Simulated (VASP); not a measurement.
A run of VASP 6.6.1:

INCAR

```
SYSTEM = GeSe
PREC = Accurate ; ENCUT = 600
EDIFF = 1E-7 ; ISMEAR = 0
SIGMA = 0.03 ; LREAL = .FALSE.
LASPH = .TRUE. ; NELM = 80
ALGO = Normal ; ISIF = 3
LWAVE = .FALSE. ; LCHARG = .FALSE.
GGA = PE ; IVDW = 12
IBRION = 2 ; NSW = 90
EDIFFG = -0.005 ; KPAR = 4
```

KPOINTS

```
regular mesh
0
G
  4 8 6
  0 0 0
```

File POSCAR:

```
GeSe                                    
1.0
   10.9597323115      0.0000000000      0.0000000000
    0.0000000000      3.8818042543     -0.0000000000
    0.0000000000     -0.0000000000      4.4231583652
  Ge              Se            
     4     4
Direct
     0.1229307582127656    0.7500000000000000    0.8900956001449347
     0.6229307582127657    0.7500000000000000    0.6099043998550653
     0.3770692417872343    0.2500000000000000    0.3900956001449344
     0.8770692417872343    0.2500000000000000    0.1099043998550655
     0.8545026679240313    0.7500000000000000    0.4986492535063660
     0.3545026679240308    0.7500000000000000    0.0013507464936340
     0.6454973320759687    0.2500000000000000    0.9986492535063659
     0.1454973320759691    0.2500000000000000    0.5013507464936341
```

Potentials or basis: VASP PAW PBE potentials, release 64 (Ge_d, Se).

The run is started by

```bash
$ cat potpaw_PBE.64/Ge_d/POTCAR potpaw_PBE.64/Se/POTCAR > POTCAR
$ mpirun -np 4 vasp_std > vasp.out
```

Hardware: 4 MPI ranks on Intel(R) Xeon(R) 6975P-C (Granite Rapids), with other jobs on the host.

Problem. How long does it take, and how much memory?

Solution. Wall time 14 min on 4 MPI ranks on Intel(R) Xeon(R) 6975P-C (Granite Rapids), on a shared host, peak memory 0.69 GiB a rank. Counts: scf iterations 125, k points 60, ion steps 20.
